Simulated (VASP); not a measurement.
HgSe:

```
Hg Se
1.0
     0.00000    3.03900    3.03900
     3.03900    0.00000    3.03900
     3.03900    3.03900    0.00000
Hg Se
1 1
Direct
  0.00000 0.00000 0.00000
  0.25000 0.25000 0.25000
```

- Program: VASP 6.6.1
- Task: relaxation of cell and atoms
- Functional: PBE
- Potentials or basis: VASP PAW PBE potentials, release 64 (Hg, Se)
- Cutoff: 300 eV
- k mesh: 5 × 5 × 5
- Occupations: gaussian, width 0.03 eV
- Spin: no spin polarisation

At the start: pressure 4.8 GPa; volume 28.07 Å³/atom.

Q: Where does the relaxation end?

A: Over 3 steps the energy falls by 37.0 meV/atom and the volume is 30.76 Å³/atom (+9.6 %); space group F-43m (No. 216, to 0.05 Å).

Step by step:
| step | energy change (eV) | largest force (eV/Å) | pressure (GPa) | volume (Å³) |
| --- | --- | --- | --- | --- |
| 1 | 0.0000 | 0.0000 | 4.84 | 56.13 |
| 2 | -0.0680 | 0.0000 | -1.07 | 63.31 |
| 3 | -0.0741 | 0.0000 | 0.01 | 61.52 |

Final structure:
```
Hg Se
1.0
     0.00000    3.13318    3.13318
     3.13318    0.00000    3.13318
     3.13318    3.13318    0.00000
Hg Se
1 1
Direct
  0.00000 0.00000 0.00000
  0.25000 0.25000 0.25000
```
